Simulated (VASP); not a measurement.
# CuCl (Nantokite) (F-43m) in VASP: further runs

Aim: see how the results for CuCl (Nantokite) move with the level of theory and the settings. Levels: PBEsol, r2SCAN. Tasks: single point, relaxation of cell and atoms.

Everything below comes from runs of VASP 6.6.1. Logs are shortened: lines on timing, memory, paths and dates and some standing lists are left out, and cuts for length are marked.

**Experimental background.**

A printed reference work, data compilation reports, for a bulk crystal of CuCl at 4.2 K: band gap 3.399 eV (direct).

The results are compared with them further down.

### 1 Starting point

The structure is cubic, space group F-43m (No. 216). The conventional cell has a = 5.406 Å, b = 5.406 Å, c = 5.406 Å, α = 90.00°, β = 90.00°, γ = 90.00°. Around Cu (site symmetry -43m) lie 4 Cl at 2.34 Å. Cl (site symmetry -43m) has 4 Cu at 2.34 Å as nearest neighbours.

### 2 Single point, PBEsol

INCAR

```
SYSTEM = CuCl
ALGO     = Normal         ! electronic algorithm
EDIFF    = 1E-6           ! SCF threshold, eV
ENCUT    = 520            ! plane-wave cutoff, eV
GGA      = PS             ! functional
ISIF     = 2              ! what is computed and relaxed
ISMEAR   = 0              ! smearing method
KPAR     = 4            
LASPH    = .True.         ! aspherical terms in the spheres
LCHARG   = .False.        ! write CHGCAR
LREAL    = .False.        ! projectors in reciprocal space
LWAVE    = .False.        ! write WAVECAR
NELM     = 80             ! most SCF steps
PREC     = Accurate       ! precision mode
SIGMA    = 0.03           ! smearing width, eV
```

KPOINTS

```
k-points
0
Gamma
  6 6 6
  0 0 0
```

POSCAR

```
CuCl
1.0
    0.0000000000      2.7028500000      2.7028500000
    2.7028500000      0.0000000000      2.7028500000
    2.7028500000      2.7028500000      0.0000000000
Cu Cl
1 1
Direct
    0.0000000000      0.0000000000      0.0000000000
    0.2500000000      0.2500000000      0.2500000000
```

Potentials or basis: VASP PAW PBE potentials, release 64 (Cu, Cl).

On the command line:

```bash
$ cat potpaw_PBE.64/Cu/POTCAR potpaw_PBE.64/Cl/POTCAR > POTCAR
$ mpirun -np 4 vasp_std > vasp.out
```

OUTCAR:

```text
SYSTEM = CuCl
   EDIFF = 1E-6
   ENCUT = 520
   GGA = PS
   ISIF = 2
   ISMEAR = 0
   LASPH = .True.
   LREAL = .False.
   NELM = 80
   PREC = Accurate

 ion  position               nearest neighbor table
   1  0.000  0.000  0.000-   2 2.34   2 2.34   2 2.34   2 2.34
   2  0.250  0.250  0.250-   1 2.34   1 2.34   1 2.34   1 2.34

  LATTYP: Found a face centered cubic cell.
 ALAT       =     5.4057000000

  Lattice vectors:

 A1 = (   0.0000000000,   2.7028500000,   2.7028500000)
 A2 = (   2.7028500000,   0.0000000000,   2.7028500000)
 A3 = (   2.7028500000,   2.7028500000,   0.0000000000)

Analysis of symmetry for initial positions (statically):
=====================================================================
 Subroutine PRICEL returns:
 Original cell was already a primitive cell.

 Routine SETGRP: Setting up the symmetry group for a
 face centered cubic supercell.

 Subroutine GETGRP returns: Found 24 space group operations
 (whereof 24 operations were pure point group operations)
 out of a pool of 48 trial point group operations.

The static configuration has the point symmetry T_d .

Analysis of symmetry for dynamics (positions and initial velocities):
=====================================================================
 Subroutine PRICEL returns:
 Original cell was already a primitive cell.

 Routine SETGRP: Setting up the symmetry group for a
 face centered cubic supercell.

 Subroutine GETGRP returns: Found 24 space group operations
 (whereof 24 operations were pure point group operations)
 out of a pool of 48 trial point group operations.

The dynamic configuration has the point symmetry T_d .

 Subroutine INISYM returns: Found 24 space group operations
 (whereof 24 operations are pure point group operations),
 and found     1 'primitive' translations

----------------------------------------------------------------------------------------

                                     Primitive cell

  volume of cell :      39.4908

  direct lattice vectors                    reciprocal lattice vectors
     0.000000000  2.702850000  2.702850000    -0.184989918  0.184989918  0.184989918
     2.702850000  0.000000000  2.702850000     0.184989918 -0.184989918  0.184989918
     2.702850000  2.702850000  0.000000000     0.184989918  0.184989918 -0.184989918

  length of vectors
     3.822407127  3.822407127  3.822407127     0.320411937  0.320411937  0.320411937

  position of ions in fractional coordinates (direct lattice)
     0.000000000  0.000000000  0.000000000
     0.250000000  0.250000000  0.250000000

  ion indices of the primitive-cell ions
   primitive index   ion index
                 1           1
                 2           2

----------------------------------------------------------------------------------------

 KPOINTS: k-points

Automatic generation of k-mesh.
 Grid dimensions read from file:
 generate k-points for:    6    6    6

 Generating k-lattice:

  Cartesian coordinates                     Fractional coordinates (reciprocal lattice)
    -0.030831653  0.030831653  0.030831653     0.166666667  0.000000000  0.000000000
     0.030831653 -0.030831653  0.030831653     0.000000000  0.166666667  0.000000000
     0.030831653  0.030831653 -0.030831653     0.000000000  0.000000000  0.166666667

  Length of vectors
     0.053401989  0.053401989  0.053401989

  Shift w.r.t. Gamma in fractional coordinates (k-lattice)
     0.000000000  0.000000000  0.000000000

 Subroutine IBZKPT returns following result:
 ===========================================

 Found     16 irreducible k-points:

 Following reciprocal coordinates:
            Coordinates               Weight
  0.000000  0.000000  0.000000      1.000000
  0.166667  0.000000  0.000000      8.000000
  0.333333  0.000000  0.000000      8.000000
  0.500000  0.000000  0.000000      4.000000
  0.166667  0.166667  0.000000      6.000000
  0.333333  0.166667  0.000000     24.000000
[... 8 lines left out ...]
 -0.333333  0.333333  0.166667     24.000000
 -0.333333  0.500000  0.166667     12.000000
   k-points           NKPTS =     16   k-points in BZ     NKDIM =     16   number of bands    NBANDS=     13
   number of dos      NEDOS =    301   number of ions     NIONS =      2
   total plane-waves  NPLWV =  21952
   dimension x,y,z NGX =    28 NGY =   28 NGZ =   28
   dimension x,y,z NGXF=    56 NGYF=   56 NGZF=   56
   ions per type =               1   1
   NGX,Y,Z   is equivalent  to a cutoff of  12.18, 12.18, 12.18 a.u.
   NGXF,Y,Z  is equivalent  to a cutoff of  24.36, 24.36, 24.36 a.u.
 SYSTEM =  CuCl
   PREC   = accura    normal or accurate (medium, high low for compatibility)
   ISTART =      0    job   : 0-new  1-cont  2-samecut
   ICHARG =      2    charge: 1-file 2-atom 10-const
   ISPIN  =      1    spin polarized calculation?
   LNONCOLLINEAR =      F non collinear calculations
   LSORBIT =      F    spin-orbit coupling
   LASPH  =      T    aspherical Exc in radial PAW
   ENCUT  =  520.0 eV  38.22 Ry    6.18 a.u.   7.11  7.11  7.11*2*pi/ulx,y,z
   NELM   =     80;   NELMIN=  2; NELMDL= -5     # of ELM steps
   EDIFF  = 0.1E-05   stopping-criterion for ELM
   LREAL  =      F    real-space projection
   EDIFFG = 0.1E-04   stopping-criterion for IOM
   NSW    =      0    number of steps for IOM
   IBRION =     -1    ionic relax: 0-MD 1-quasi-New 2-CG
   NFREE  =      0    steps in history (QN), initial steepest desc. (CG)
   ISIF   =      2    stress and relaxation
   ISYM   =      2    0-nonsym 1-usesym 2-fastsym
   POTIM  = 0.5000    time-step for ionic-motion
   TEBEG  =    0.0;   TEEND  =   0.0 temperature during run
   PSTRESS=    0.0 pullay stress
   NELECT =      18.0000    total number of electrons
   NUPDOWN=      -1.0000    fix difference up-down
   EMIN   =  10.00;   EMAX   =-10.00  energy-range for DOS
   EFERMI =   0.00;   METHOD = LEGACY
   ISMEAR =     0;   SIGMA  =   0.03  broadening in eV -4-tet -1-fermi 0-gaus
   EFERMI_NEDOS =   21; number of points for ismear=-14 and -15
   IALGO  =     38    algorithm
   IMIX   =      4    mixing-type and parameters
     AMIX     =   0.40;   BMIX     =  1.00
     AMIX_MAG =   1.60;   BMIX_MAG =  1.00
  volume/ion in A,a.u.               =      19.75       133.25
  Fermi-wavevector in a.u.,A,eV,Ry     =   1.259893  2.380853 21.596947  1.587331
  Thomas-Fermi vector in A             =   2.393430
   LORBIT       =      0    0 simple, 1 ext, 2 COOP (PROOUT), +10 PAW based schemes
   GGA     = PS    functional components
   LHFCALC =     F    Hartree Fock is set to
   AEXX    =    0.0000 exact exchange contribution
   IVDW    =     0    specifies the selected vdW correction
   LEPSILON=     F    determine dielectric tensor
   LRPA    =     F    only Hartree local field effects (RPA)
 non-spin polarized calculation
 Gauss-broadening in eV      SIGMA  =   0.03
  energy-cutoff  :      520.00
  volume of cell :       39.49
 maximum number of plane-waves:      1090
   NGX = 15   NGY = 15   NGZ = 15

 number of electron      17.9999990 magnetization

 Free energy of the ion-electron system (eV)
  ---------------------------------------------------
  ext. energy  EPLUGINS =         0.00000000
  ---------------------------------------------------
  free energy    TOTEN  =        -7.03601564 eV

  energy without entropy =       -7.03601564  energy(sigma->0) =       -7.03601564

 E-fermi :   3.9325     XC(G=0):  -9.6759

 val. band max:        3.7792013987   @ k =   0.0000   0.0000   0.0000
 cond. band min:       4.2081741508   @ k =   0.0000   0.0000   0.0000
 fundamental gap:      0.4289727521
 Fermi energy:         3.9325439032

 k-point     1 :       0.0000    0.0000    0.0000
  band No.  band energies     occupation
      1     -13.2174      2.00000
      2      -1.1557      2.00000
      3      -1.1557      2.00000
      4      -1.1557      2.00000
      5       2.2587      2.00000
      6       2.2587      2.00000
      7       3.7792      2.00000
      8       3.7792      2.00000
      9       3.7792      2.00000
     10       4.2082      0.00000
     11      10.4668      0.00000
     12      10.4668      0.00000
     13      10.4668      0.00000

 k-point     2 :       0.1667    0.0000    0.0000
  band No.  band energies     occupation
      1     -13.1089      2.00000
      2      -1.6667      2.00000
      3      -1.1483      2.00000
      4      -1.1483      2.00000
      5       2.2459      2.00000
      6       2.2459      2.00000
      7       3.2297      2.00000
      8       3.6514      2.00000
      9       3.6514      2.00000
     10       5.2359      0.00000
     11       9.9315      0.00000
     12      10.7899      0.00000
     13      10.7899      0.00000

 k-point     3 :       0.3333    0.0000    0.0000
  band No.  band energies     occupation
      1     -12.8785      2.00000
      2      -2.5135      2.00000
      3      -1.1392      2.00000
      4      -1.1392      2.00000
      5       2.2740      2.00000
      6       2.2740      2.00000
      7       2.6413      2.00000
      8       3.3731      2.00000
      9       3.3731      2.00000
     10       6.3514      0.00000
     11       9.9150      0.00000
     12      10.9961      0.00000
     13      10.9961      0.00000

 k-point     4 :       0.5000    0.0000    0.0000
  band No.  band energies     occupation
      1     -12.7557      2.00000
      2      -2.8888      2.00000
      3      -1.1377      2.00000
      4      -1.1377      2.00000
      5       2.3298      2.00000
      6       2.3298      2.00000
      7       2.3833      2.00000
      8       3.2051      2.00000
      9       3.2051      2.00000
     10       6.5939      0.00000
     11      10.4707      0.00000
     12      10.8932      0.00000
     13      10.8932      0.00000

 k-point     5 :       0.1667    0.1667    0.0000
  band No.  band energies     occupation
      1     -13.0730      2.00000
      2      -1.7169      2.00000
      3      -1.1907      2.00000
      4      -1.1907      2.00000
      5       2.1637      2.00000
      6       2.3056      2.00000
      7       3.3490      2.00000
      8       3.4551      2.00000
      9       3.4551      2.00000
     10       5.5904      0.00000
     11       9.4025      0.00000
     12      11.1773      0.00000
     13      11.1773      0.00000
[... 129 lines left out ...]
 k-point    14 :       0.5000    0.3333    0.1667
  band No.  band energies     occupation
      1     -12.7253      2.00000
      2      -2.4743      2.00000
      3      -1.5934      2.00000
      4      -1.2149      2.00000
      5       2.1406      2.00000
      6       2.3013      2.00000
      7       2.5502      2.00000
      8       2.7697      2.00000
      9       3.1479      2.00000
     10       7.8813      0.00000
     11       8.9575      0.00000
     12      10.3453      0.00000
     13      12.6088      0.00000

 k-point    15 :      -0.3333    0.3333    0.1667
  band No.  band energies     occupation
      1     -12.6436      2.00000
      2      -2.4377      2.00000
      3      -1.8711      2.00000
      4      -1.2557      2.00000
      5       2.0922      2.00000
      6       2.2424      2.00000
      7       2.4458      2.00000
      8       2.7238      2.00000
      9       3.0228      2.00000
     10       8.4761      0.00000
     11       8.9723      0.00000
     12      10.6267      0.00000
     13      12.4065      0.00000

 k-point    16 :      -0.3333    0.5000    0.1667
  band No.  band energies     occupation
      1     -12.6057      2.00000
      2      -2.5293      2.00000
      3      -1.7266      2.00000
      4      -1.3476      2.00000
      5       2.0722      2.00000
      6       2.1956      2.00000
      7       2.4330      2.00000
      8       2.6389      2.00000
      9       2.9170      2.00000
     10       8.1431      0.00000
     11       8.7656      0.00000
     12      11.7587      0.00000
     13      12.0321      0.00000

------------------------ aborting loop because EDIFF is reached ----------------------------------------

  FORCE on cell =-STRESS in cart. coord.  units (eV):
  Direction    XX          YY          ZZ          XY          YZ          ZX
  --------------------------------------------------------------------------------------
  -------------------------------------------------------------------------------------
  Total       -0.8044394     -0.8044394     -0.8044394     -0.0000000      0.0000000      0.0000000
  in kB      -32.6368372    -32.6368372    -32.6368372     -0.0000000      0.0000000      0.0000000
  external PRESSURE =     -32.6368372 kB  Pullay stress =       0.0000000 kB

 VOLUME and BASIS-vectors are now :
 -----------------------------------------------------------------------------
  energy-cutoff  :      520.00
  volume of cell :       39.49
      direct lattice vectors                 reciprocal lattice vectors
     0.000000000  2.702850000  2.702850000    -0.184989918  0.184989918  0.184989918
     2.702850000  0.000000000  2.702850000     0.184989918 -0.184989918  0.184989918
     2.702850000  2.702850000  0.000000000     0.184989918  0.184989918 -0.184989918

 POSITION                                       TOTAL-FORCE (eV/Angst)
 -----------------------------------------------------------------------------------
      0.00000      0.00000      0.00000         0.000000      0.000000      0.000000
      1.35143      1.35143      1.35143        -0.000000     -0.000000     -0.000000
 -----------------------------------------------------------------------------------
    total drift:                               -0.000001     -0.000001     -0.000001

  FREE ENERGIE OF THE ION-ELECTRON SYSTEM (eV)
  ---------------------------------------------------
  free  energy   TOTEN  =        -7.0360156428 eV

  energy  without entropy=       -7.0360156428  energy(sigma->0) =       -7.03601564
```

Run time: 4.1 s. Hardware: 4 MPI ranks of Intel Xeon Platinum 8375C at 2.90GHz (Ice Lake), shared host; peak memory 0.14 GiB.

Results:

| Property | Result |
| --- | --- |
| Free energy | -7.0360 eV |
| Pressure | -3.3 GPa |
| Band gap on the k mesh | 0.43 eV, direct |

Caveat: the PAW data sets were made with another functional, which shifts forces and pressure a little.

(Part 1 of 2 ends here.)
